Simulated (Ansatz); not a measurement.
## Zr2N(OH)2 MXene monolayer in a perpendicular field

Wanted: the out-of-plane response of the Zr2N(OH)2 MXene monolayer. A positive field points along +c.

Calculated with Ansatz 0.2.0; plane-wave DFT, PBE-D3(BJ), Ansatz PAW.

## Step 1: Set-up

The cell holds 7 atoms: 2 H, 2 O, 2 Zr and 1 N. Its edges and angles: a = 3.217 Å, b = 3.217 Å, c = 44.985 Å, α = 90.0°, β = 90.0°, γ = 120.0°. Vacuum lies along c.

## Step 2: Relaxing the slab

The starting cell is a guess, so the in-plane lattice and the atoms are relaxed first, with the slab cut off from its images along the normal.

Contents of input.yaml:

```yaml
crystal:
  lattice:
    - [3.2175, 0.0, 0.0]
    - [-1.60875, 2.7864367367, 0.0]
    - [0.0, 0.0, 44.9846026417]
  atoms:
    - { symbol: H, position: [0.3333333333, 0.6666666667, 0.4223667407] }
    - { symbol: O, position: [0.3333333333, 0.6666666667, 0.4441519726] }
    - { symbol: Zr, position: [0.6666666667, 0.3333333333, 0.4717783485], spin: 1.0 }
    - { symbol: "N", position: [0.0, 0.0, 0.5] }
    - { symbol: Zr, position: [0.3333333333, 0.6666666667, 0.5282216515], spin: 1.0 }
    - { symbol: O, position: [0.6666666667, 0.3333333333, 0.5558480274] }
    - { symbol: H, position: [0.6666666667, 0.3333333333, 0.5776332593] }
  periodic: [true, true, false]
magnetization:
  spin_polarized: true
kpoints:
  mp_grid: { grid: [12, 12, 1] }
hamiltonian:
  xc: pbe
  dispersion: d3bj
scf:
  occupations: { method: fermi_dirac, width: 0.05 }
  convergence: { dr2_threshold: 1.0e-09 }
relax:
  f_tol: 0.004
  max_steps: 90
  cell: {}
output:
  write_potential: true
  write_density: true
  volumetric_format: npy
```

Command:

```bash
$ ansatz run input.yaml --threads 2 --pin off --max-ram 3072MiB --backend cpu --events-out ev --progress --plain --runs-dir out
```

Numbers of over 12 decimals in the logs are rounded to 6 here.

What it wrote:

```text
Warning: relax.cell: scf.convergence.dr2_threshold = 1e-9 eV is looser than the 2.42653890121e-10 eV advised for a relaxation that steers and ends on the stress (1e-10 eV for each atom of the cell: 7, times the square of relax.cell.stress_2d_tol = 0.05 N/m over 17.0 Å (the atoms' height at the walk's start and 5 Å past either face), 2.944e-2 GPa, over a crystal's default 0.05). What an SCF threshold leaves in a stress goes as its square root, and in the free energy as the threshold itself, and one threshold admits the most on a small cell: [figures from the program's tests cut] Set scf.convergence.dr2_threshold to 2.42653890121e-10 eV or tighter. [rest of the remark cut]
Engine: ansatz 0.2.0, x86_64-unknown-linux-gnu
Pseudopotentials: kind: paw
Pseudopotential: H, paw, valence charge 1, recommended cutoff 420 eV (normal), H.paw.azcp
Pseudopotential: O, paw, valence charge 6, recommended cutoff 420 eV (normal), O.paw.azcp
Pseudopotential: Zr, paw, valence charge 12, recommended cutoff 420 eV (normal), Zr.paw.azcp
Pseudopotential: N, paw, valence charge 5, recommended cutoff 420 eV (normal), N.paw.azcp
Functional definition: PBE
  parameter kappa = 0.804
  parameter beta = 0.066725
  exchange = pbe_x(kappa = kappa, mu = beta*pi^2/3)
  correlation = pbe_c(beta = beta)
Crystal: 7 atoms, lattice volume = 403.303 Å³
Basis set: ecut = 420 eV, 8011 PW (Γ), exchange–correlation on 48×48×640 points (8 copies of the dense FFT grid, shifted against one another)
Bands: 30, of which v1, the nominal top of the filled ones, is band 22 counted from 1 (21 counted from 0)
Symmetry: 12 space group operations
Space group: P-3m1 (ITA 164), of the structure as read, at distance tolerance 7.4e-5 Å
Magnetic group: BNS 164.85 (UNI 1315), of the structure as read, at distance tolerance 7.4e-5 Å
k-points: 19 of 144
Non-local potential: H, projectors of the file, l = 0: 2, l = 1: 1
Non-local potential: O, projectors of the file, l = 0: 2, l = 1: 2, l = 2: 1
Non-local potential: Zr, projectors of the file, l = 0: 3, l = 1: 2, l = 2: 2, l = 3: 2
Non-local potential: N, projectors of the file, l = 0: 2, l = 1: 2, l = 2: 1
PAW form: soft (Blöchl's): semilocal exchange-correlation on the pseudo side does not see the compensation charge
PAW one-centre angular grid: H, 110 points (default); XC on 64 Gauss nodes
PAW one-centre angular grid: O, 110 points (default); XC on 64 Gauss nodes
PAW one-centre angular grid: Zr, 590 points (default); XC on 64 Gauss nodes
PAW one-centre angular grid: N, 110 points (default); XC on 64 Gauss nodes
Initial density: superposition of atomic densities (neutral atoms: chi_scale 0, normalization atom)
Starting moments: Σ|m| = 2 μB on 2 of 7 sites
Initial wavefunctions: pseudopotential atomic-orbital guess
Functional: x = pbe(κ = 0.804, μ = 0.219515), c = pbe(β = 0.066725)
SCF iter   1: F=—  HF=-9932.311023 eV  |F-HF|=—  |Δ(HF+E_count)|=         —  Δρ=3.24e-2 (↑3.24e-2 ↓3.21e-2)  dr2=2.68e1  dr2_m=1.45e-1  M=0.661 μB ∫|m|=0.756 μB  β_m=0.30  ethr=3.10e-3  ⟨swp⟩=16.3  Hψ=8472  notcnv=0  defer=3
Mixer restart at iter 1: flushing history
preconditioner: auto → LDOS  [metal: Δε(μ)=0.048 eV  Ē_g=11.565 eV  σ=0.050 eV  W_gap=0.24  n_scr=26 (ndim 8)  ℏωp=8.9 eV  f_vac=0.785  D(μ)=1.66/eV (n_scr^D=12)]
spin=Collinear: LDOS preconditioning applied to the charge; magnetization (m = ρ↑ − ρ↓) channel mixes plain (no charge-response kernel on spin).
SCF iter   2: F=—  HF=-9926.392715 eV  |F-HF|=—  |Δ(HF+E_count)|=    5.92e0  Δρ=1.54e-2 (↑1.54e-2 ↓1.46e-2)  dr2=5.97e0  dr2_m=9.59e-2  M=0.471 μB ∫|m|=0.587 μB  β_m=0.40  ethr=3.10e-3  ⟨swp⟩=5.3  Hψ=3079  notcnv=0  defer=83
SCF iter   3: F=—  HF=-9925.951262 eV  |F-HF|=—  |Δ(HF+E_count)|=   4.41e-1  Δρ=9.11e-3 (↑9.11e-3 ↓6.33e-3)  dr2=7.82e0  dr2_m=2.88e-2  M=0.318 μB ∫|m|=0.424 μB  β_m=0.51  ethr=3.10e-3  ⟨swp⟩=7.6  Hψ=3596  notcnv=0  defer=85
SCF iter   4: F=—  HF=-9925.627518 eV  |F-HF|=—  |Δ(HF+E_count)|=   3.24e-1  Δρ=5.68e-3 (↑5.68e-3 ↓4.15e-3)  dr2=2.13e0  dr2_m=1.53e-2  M=0.238 μB ∫|m|=0.339 μB  β_m=0.68  ethr=3.10e-3  ⟨swp⟩=4.4  Hψ=2221  notcnv=0  defer=63
SCF iter   5: F=—  HF=-9925.553699 eV  |F-HF|=—  |Δ(HF+E_count)|=   7.38e-2  Δρ=2.43e-3 (↑2.43e-3 ↓1.31e-3)  dr2=3.43e-1  dr2_m=3.35e-3  M=0.123 μB ∫|m|=0.179 μB  β_m=0.63  ethr=3.10e-3  ⟨swp⟩=4.8  Hψ=2467  notcnv=0  defer=73
SCF iter   6: F=—  HF=-9925.553326 eV  |F-HF|=—  |Δ(HF+E_count)|=   3.73e-4  Δρ=7.06e-4 (↑7.06e-4 ↓5.45e-4)  dr2=4.12e-2  dr2_m=9.06e-4  M=0.049 μB ∫|m|=0.085 μB  β_m=0.82  ethr=7.97e-4  ⟨swp⟩=5.4  Hψ=2479  notcnv=0  defer=67
SCF iter   7: F=—  HF=-9925.551525 eV  |F-HF|=—  |Δ(HF+E_count)|=         —  Δρ=6.00e-4 (↑3.58e-4 ↓6.00e-4)  dr2=2.59e-2  dr2_m=7.77e-5  M=0.004 μB ∫|m|=0.009 μB  β_m=0.82  ethr=9.58e-5  ⟨swp⟩=5.9  Hψ=2863  notcnv=0  defer=62
SCF iter   8: F=—  HF=-9925.552063 eV  |F-HF|=—  |Δ(HF+E_count)|=   5.38e-4  Δρ=1.29e-4 (↑1.29e-4 ↓1.07e-4)  dr2=1.24e-3  dr2_m=4.40e-6  M=0.004 μB ∫|m|=0.008 μB  β_m=0.81  ethr=6.03e-5  ⟨swp⟩=3.8  Hψ=2109  notcnv=0  defer=74
SCF iter   9: F=—  HF=-9925.552080 eV  |F-HF|=—  |Δ(HF+E_count)|=   1.72e-5  Δρ=9.83e-5 (↑5.92e-5 ↓9.83e-5)  dr2=1.07e-3  dr2_m=8.57e-6  M=0.003 μB ∫|m|=0.005 μB  β_m=0.91  ethr=2.88e-6  ⟨swp⟩=4.3  Hψ=2303  notcnv=0  defer=59
SCF iter  10: F=—  HF=-9925.552340 eV  |F-HF|=—  |Δ(HF+E_count)|=   2.59e-4  Δρ=6.27e-5 (↑6.27e-5 ↓3.17e-5)  dr2=6.09e-5  dr2_m=4.38e-6  M=0.002 μB ∫|m|=0.004 μB  β_m=0.85  ethr=2.50e-6  ⟨swp⟩=3.3  Hψ=1761  notcnv=0  defer=61
SCF iter  11: F=—  HF=-9925.552384 eV  |F-HF|=—  |Δ(HF+E_count)|=   4.45e-5  Δρ=2.36e-5 (↑1.70e-5 ↓2.36e-5)  dr2=1.17e-5  dr2_m=4.92e-7  M=0.002 μB ∫|m|=0.003 μB  β_m=0.84  ethr=1.42e-7  ⟨swp⟩=3.6  Hψ=2320  notcnv=0  defer=59
SCF iter  12: F=—  HF=-9925.552389 eV  |F-HF|=—  |Δ(HF+E_count)|=   4.68e-6  Δρ=7.50e-6 (↑7.25e-6 ↓7.50e-6)  dr2=1.26e-6  dr2_m=2.64e-8  M=0.002 μB ∫|m|=0.002 μB  β_m=0.74  ethr=2.72e-8  ⟨swp⟩=3.5  Hψ=2160  notcnv=0  defer=59
SCF iter  13: F=—  HF=-9925.552389 eV  |F-HF|=—  |Δ(HF+E_count)|=   5.31e-7  Δρ=3.09e-6 (↑2.27e-6 ↓3.09e-6)  dr2=1.30e-7  dr2_m=1.60e-8  M=0.002 μB ∫|m|=0.002 μB  β_m=0.86  ethr=2.94e-9  ⟨swp⟩=3.6  Hψ=2295  notcnv=0  defer=59
SCF iter  14: F=—  HF=-9925.552390 eV  |F-HF|=—  |Δ(HF+E_count)|=   2.86e-7  Δρ=1.77e-6 (↑1.77e-6 ↓1.29e-6)  dr2=1.86e-8  dr2_m=4.01e-9  M=0.001 μB ∫|m|=0.001 μB  β_m=0.82  ethr=3.02e-10  ⟨swp⟩=3.7  Hψ=2491  notcnv=0  defer=59
[...]
relax step   7: F+E_penalty+E_count = -9925.75572806 eV  Δ(F+E_penalty+E_count) = -8.390e-6 eV  max|allowed force component| = 2.077e-5 eV/Å  Δτ_max = 0.0001 Å  P = +0.000 N/m  Ω = 409.963 Å³  energy of the carried Pulay correction = -4.180e-3 eV  fix = [c, alpha, beta]  reactions: c +0.000 N/m  (6 SCF iters, accepted)
[...]
relax step   8: F+E_penalty+E_count = -9925.76046356 eV  Δ(F+E_penalty+E_count) = -4.735e-3 eV  max|allowed force component| = 1.172e-3 eV/Å  Δτ_max = 0.0000 Å  P = +0.106 N/m  Ω = 409.963 Å³  fix = [c, alpha, beta]  reactions: c +0.000 N/m  stress off target by 1.06e-1 N/m on what of the cell is left free  SCF on the basis re-selected at this cell (its energy is not comparable with the rows above)  (10 SCF iters)
[...]
relax step   9: F+E_penalty+E_count = -9925.76028421 eV  Δ(F+E_penalty+E_count) = +1.793e-4 eV  max|allowed force component| = 3.024e-3 eV/Å  Δτ_max = 0.0014 Å  P = +0.042 N/m  Ω = 410.293 Å³  energy of the carried Pulay correction = -2.099e-4 eV  fix = [c, alpha, beta]  reactions: c +0.000 N/m  (8 SCF iters, accepted)
iter 1 solved again at ethr=1.66e-7 eV; its pass at ethr=3.10e-3 eV (dr2=7.12e-5 eV) is discarded
SCF iter   1: F=—  HF=-9925.760564 eV  |F-HF|=—  |Δ(HF+E_count)|=         —  Δρ=1.65e-6 (↑1.65e-6 ↓1.65e-6)  dr2=7.08e-9  dr2_m=3.25e-12  M=-0.000 μB ∫|m|=0.000 μB  β_m=0.65  ethr=1.66e-7  ⟨swp⟩=6.6  Hψ=13350  notcnv=0
eigensolver tolerance schedule: the retry pair's looser diagonalisation over-reported the residual by 10056.28 of it (diagonalisation noise at 1.16 of the residual, at the tolerance the schedule requests for it); recorded, not acted on — ethr = c·dr2/N_el stays at c = 1.0e-1
preconditioner: auto → LDOS  [metal: Δε(μ)=0.102 eV  Ē_g=9.420 eV  σ=0.050 eV  W_gap=0.45  n_scr=22 (ndim 8)  ℏωp=8.8 eV  f_vac=0.789  D(μ)=1.94/eV (n_scr^D=12)]
spin=Collinear: LDOS preconditioning applied to the charge; magnetization (m = ρ↑ − ρ↓) channel mixes plain (no charge-response kernel on spin).
SCF iter   2: F=—  HF=-9925.760493 eV  |F-HF|=—  |Δ(HF+E_count)|=   7.03e-5  Δρ=7.34e-7 (↑7.34e-7 ↓7.34e-7)  dr2=6.21e-9  dr2_m=6.32e-13  M=-0.000 μB ∫|m|=0.000 μB  β_m=0.49  ethr=1.65e-11  ⟨swp⟩=6.2  Hψ=4452  notcnv=0
SCF iter   3: F=—  HF=-9925.760495 eV  |F-HF|=—  |Δ(HF+E_count)|=   1.47e-6  Δρ=3.95e-7 (↑3.95e-7 ↓3.93e-7)  dr2=4.11e-10  dr2_m=3.39e-13  M=-0.000 μB ∫|m|=0.000 μB  β_m=0.58  ethr=1.44e-11  ⟨swp⟩=2.4  Hψ=1634  notcnv=0
SCF iter   4: F=-9925.760497 eV  HF=-9925.760497 eV  |F-HF|=1.52e-7  |Δ(HF+E_count)|=   2.31e-6  Δρ=9.67e-8 (↑9.67e-8 ↓9.45e-8)  dr2=1.06e-10  dr2_m=3.38e-14  M=-0.000 μB ∫|m|=0.000 μB  ethr=1.00e-12  ⟨swp⟩=15.6  Hψ=9620  notcnv=0
the starting moments were not kept: the SCF closed with an absolute magnetisation of 7.7e-7 μB, where they sum to 2 μB in size (2 sites). That is at most 0.1 of that sum. Measured as dr2_m measures the in/out step, that magnetisation stands 1.8e-14 eV from none, at or under the dr2_threshold of 1.0e-9 eV: it is no larger than a step whose dr2_m would equal this threshold.
SCF 10 converged in 4 iterations: F = -9925.760497 eV  dr2 = 1.06e-10
relax step  10: F+E_penalty+E_count = -9925.76049724 eV  Δ(F+E_penalty+E_count) = -2.130e-4 eV  max|allowed force component| = 2.983e-3 eV/Å  Δτ_max = 0.0000 Å  P = +0.044 N/m  Ω = 410.293 Å³  fix = [c, alpha, beta]  reactions: c +0.000 N/m  stress off target by 4.42e-2 N/m on what of the cell is left free  SCF on the basis re-selected at this cell (its energy is not comparable with the rows above)  (4 SCF iters)
basis re-selected at this cell: Δ(F+E_penalty+E_count) = -2.130e-4 eV, ΔP = +0.002 N/m vs the last step (what re-selecting the basis moved, of the pressure what is left beyond the Pulay correction that the steps carried, after the strain that the cell walked since its last selection, with what the two solves' SCF thresholds leave and, on support functions, any second-order correction that the steps lacked; it is no m [...]
WARN: The output density's exchange-correlation potential varies sharply where the density is thin. Do not read a vacuum level from v_tot or v_xc, or from such a field of the output density. On a cell that repeats whose density bears no net charge and no dipole along the vacuum's axis use v_es (v_loc + v_h of the components); under efield.dipole_correction with no amplitude use v_es + v_field, which holds any externa [...]
SCF converged after 4 iterations
Magnetization: -0.0000 μB (21.5000 up, 21.5000 down)
Absolute magnetization: 0.0000 μB (∫|ρ↑−ρ↓|, with the PAW one-centre terms)
Spin contamination: 0.0000 ħ² per cell (⟨S²⟩ above its minimum at these occupations)
Per-site moments (μB) at R_I (Å): [(-9.602439350725104e-9, 0.402739), (1.8182851474650602e-9, 0.402739), (-2.2814530621798885e-8, 0.921370), (-2.0907930289663154e-9, 0.921370), (-2.2814530605010827e-8, 0.921370), (1.8182851447393745e-9, 0.402739), (-9.60243935240077e-9, 0.402739)]
Free energy (F): -9925.760497 eV
Harris-Foulkes:  -9925.760497 eV  (|F-HF|=1.52e-7)
Internal energy: -9925.744205 eV  (E = F + TS)
E sigma→0 (E₀):  -9925.752351 eV
Entropy (-TS):   -0.016292 eV (-2.327 meV/atom)
Fermi energy:    -2.374407 eV
--- Per-component energies (eV) ---
  E_band       = -884.607587
  E_kinetic    = 1184.194005
  E_local      = -169204.931546  (includes V_loc(G=0)·N_el)
  E_nonlocal   = 302.521488
  E_hartree    = 83879.931485
  E_xc         = -552.038257
  E_vxc        = -673.992069  (∫ρ·V_xc dr)
  E_paw        = -6352.579521  (= ΣΔE_a)
  E_vpaw       = -252.267475  (= ΣTr[D̂ρ^β])
  E_aug_tail   = 0.002707  (compensation charges beyond the density's cutoff)
  E_ewald      = 80818.396364
  E_disp       = -1.240930  (pairwise vdW)
  E_smearing   = -0.016292  (= −TS)
  E_closure    = -0.000000  (closes the sum)
  Σ components = -9925.760497   (vs F -9925.760497, Δ=0.00e0)
--- Forces (eV/Å), atoms counted from 1 ---
  atom   1  H     -0.00000000     0.00000000     0.00119416
  atom   2  O     -0.00000000     0.00000000    -0.00169572
  atom   3  Zr     0.00000000    -0.00000000    -0.00298298
  atom   4  N     -0.00000000     0.00000000     0.00000000
  atom   5  Zr    -0.00000000     0.00000000     0.00298298
  atom   6  O      0.00000000    -0.00000000     0.00169572
  atom   7  H      0.00000000    -0.00000000    -0.00119416
  max |Σ_I F_I| component: 9.25e-18 eV/Å
--- 2D stress c σ (N/m, compression-positive) ---
        0.044162       0.000000       0.000000
        0.000000       0.044162       0.000000
        0.000000       0.000000       0.000000
  P = ½ c Tr σ = 0.0442 N/m
--- Band table (eV; the first three rows and the last of 38) ---
  k-point 0 ↑: bands = [... 18 lower, -6.9405, -6.9405, -2.8669, -2.6749, -2.6749, -2.5209, -2.5022, -1.3012, ... 4 higher]
  k-point 1 ↑: bands = [... 18 lower, -7.2180, -7.0130, -3.0266, -2.7530, -2.5183, -2.4511, -2.3486, -0.9851, ... 4 higher]
  k-point 2 ↑: bands = [... 18 lower, -7.8164, -7.1639, -3.6775, -2.4578, -2.2275, -2.0790, -1.9229, -0.7295, ... 4 higher]
  k-point 18 ↓: bands = [... 18 lower, -7.9201, -7.7833, -2.2351, -2.2351, -2.0781, 0.0338, 0.2375, 0.2375, ... 4 higher]
  the weakly bound empty levels are not read free of the cell's end (no_gap_told)
--- Relaxed structure (8 steps of the walk, 8 accepted, 2 SCFs on fresh bases) ---
  F+E_penalty+E_count = -9925.76049724 eV   max|allowed force component| = 2.983e-3 eV/Å   (the final SCF, on the basis selected at the relaxed cell)
  cell:  # Å, volume = 410.2930 Å³
    - [3.245262, 0, 0]
    - [-1.622631, 2.810480, 0]
    - [0, 0, 44.9846026417]
  atoms:
    - { symbol: H, position: [0.333333, 0.666667, 0.421295] }
    - { symbol: O, position: [0.333333, 0.666667, 0.442999] }
    - { symbol: Zr, position: [0.666667, 0.333333, 0.472970] }
    - { symbol: N, position: [0, 0, 0.5] }
    - { symbol: Zr, position: [0.333333, 0.666667, 0.527030] }
    - { symbol: O, position: [0.666667, 0.333333, 0.557001] }
    - { symbol: H, position: [0.666667, 0.333333, 0.578705] }
```

Wall time 3.6 min (2 threads of Intel Xeon Platinum 8259CL at 2.50GHz (Skylake/Cascade Lake), shared host); peak memory 0.97 GiB.

Relaxation path:

```
step  energy less that of the first step (eV)  largest force component (eV/Å)  volume (Å³)
   1                                   0.0000                          2.2935       403.30
   2                                  -0.1135                          1.4773       412.77
   3                                  -0.1995                          0.2185       411.75
   4                                  -0.2034                          0.0830       409.15
   5                                  -0.2033                          0.0214       410.03
   6                                  -0.2033                          0.0062       409.98
   7                                  -0.2033                          0.0000       409.96
  8*                                  -0.2081                          0.0012       409.96
   9                                  -0.2079                          0.0030       410.29
 10*                                  -0.2081                          0.0030       410.29
```

Relaxation steps marked * repeat the geometry before them on a plane-wave basis chosen anew for their cell, so energy and pressure can jump there.

Forces are held to the 12 operations that the run works with; a distortion that breaks them can't arise in this run.

```
cell as run  before  after  change
      a (Å)   3.217  3.245  +0.9 %
      b (Å)   3.217  3.245  +0.9 %
```

The atoms that moved most (Å, along periodic axes as changes of fractional coordinates times the final cell, across vacuum about the mean position):

```
atom     dx     dy      dz  length
 Zr5  0.000  0.000  -0.054   0.054
 Zr3  0.000  0.000   0.054   0.054
  O2  0.000  0.000  -0.052   0.052
  O6  0.000  0.000   0.052   0.052
  H1  0.000  0.000  -0.048   0.048
  H7  0.000  0.000   0.048   0.048
```

Numbers from this step:

```yaml
energy_at_zero_smearing: -9925.7524 eV
```

The lattice constant a goes from 3.217 to 3.245 Å.

(Part 1 of 2 ends here.)

[Logs are printed without paths, hosts, clocks, repeated set-up lines and the standing remarks that a program may print on its own settings, such as how far it seeks lower states.]

[Hosts, paths, dates, database ids (printed as entryN), source tags and the programs' standing remarks are cut or masked in the printed files.]

[Maps of the electrostatic potential energy from Ansatz leave out the sawtooth potential of an applied field or a dipole correction, so their vacuum need not be flat; planar profiles and work functions include it.]
